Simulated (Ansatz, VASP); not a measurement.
**One calculation of MgS, two programs**

The input INCAR:

```
PREC = Accurate
ENCUT = 520
EDIFF = 1E-7
ISMEAR = 0
SIGMA = 0.05
LREAL = F
LASPH = T
NELM = 100
ALGO = Normal
ISIF = 2
LWAVE = F
LCHARG = F
GGA = PS
NBANDS = 11
```

File KPOINTS:

```
Automatic mesh
0
Gamma
  8 8 8
```

Contents of POSCAR:

```
MgS
1.0
    0.0000000000      2.8331200468      2.8331200468
    2.8331200468      0.0000000000      2.8331200468
    2.8331200468      2.8331200468      0.0000000000
Mg S
1 1
Direct
    0.0264725810     -0.0264725810     -0.0264725810
    0.7500000000      0.7500000000      0.7500000000
```

Input for Ansatz:

```yaml
crystal:
  lattice:
    - [0.0, 2.8331200468, 2.8331200468]
    - [2.8331200468, 0.0, 2.8331200468]
    - [2.8331200468, 2.8331200468, 0.0]
  atoms:
    - { symbol: Mg, position: [0.026472581, -0.026472581, -0.026472581] }
    - { symbol: S, position: [0.75, 0.75, 0.75] }
basis:
  ecutwfc: 420
kpoints:
  mp_grid: { grid: [8, 8, 8] }
hamiltonian:
  xc: pbesol
scf:
  occupations: { method: gaussian, width: 0.05 }
output:
  forces: true
  stress: true
  eigenvalues: true
```

Alike in both runs: task single point; functional PBEsol; k mesh 8 × 8 × 8; occupations gaussian, width 0.05 eV; no spin polarisation.

|  | VASP | Ansatz |
| --- | --- | --- |
| version | VASP 6.6.1 | Ansatz 0.2.0 |
| potentials or method | VASP PAW PBE potentials, release 64 (Mg, S) | scalar-relativistic, plane waves, PAW |
| plane-wave cutoff (eV) | 520 | 420 |
| valence electrons in the cell | 8 | 16 |

Ansatz gave:

```
gap on the k mesh at the Fermi level (eV)       : 3.10
least direct gap on the mesh (eV)               : 3.10
pressure (GPa)                                  : 0.1
largest component of the traceless stress (GPa) : 3.20
rms of the force components (eV/Å)              : 0.468
```

Task: Which values does VASP return?

Result: gap on the k mesh at the Fermi level (eV): 3.10; least direct gap on the mesh (eV): 3.10; pressure (GPa): 0.0; largest component of the traceless stress (GPa): 3.21; rms of the force components (eV/Å): 0.470.

Atom by atom the forces differ by 0.001 eV/Å (rms over components). With one functional, cell and mesh, what is left measures potentials, basis and numerics. The two sets of potentials don't hold the same shells in valence.

Caveats: the PAW data sets were made with another functional, which shifts forces and pressure a little (VASP). A k mesh can miss the band edges.
